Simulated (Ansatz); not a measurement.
## Mo (hcp): energy against volume

The calculation used DFT, RPBE, plane waves (420 eV) with PAW, scalar-relativistic (Ansatz). The PAW files were generated under PBE, with cores re-solved for the functional.

The cell is scaled uniformly from the relaxed one, with fractional coordinates and shape fixed. Energies are extrapolated to zero smearing, pressures are those at the given smearing. Magnetic state: spin not included.

A Birch-Murnaghan fit gives V₀ = 16.33 Å³/atom, B₀ = 229 GPa, B₀′ = 4.2.

**Question.** What are the energy above the minimum and the pressure at 14.388 Å³/atom?

**Answer.** 205.6 meV/atom and 37.88 GPa as computed.

**Question.** What are the energy above the minimum and the pressure at 15.042 Å³/atom?

**Answer.** 84.0 meV/atom and 22.59 GPa as computed.

**Question.** What are the energy above the minimum and the pressure at 15.696 Å³/atom?

**Answer.** 19.0 meV/atom and 10.14 GPa as computed.
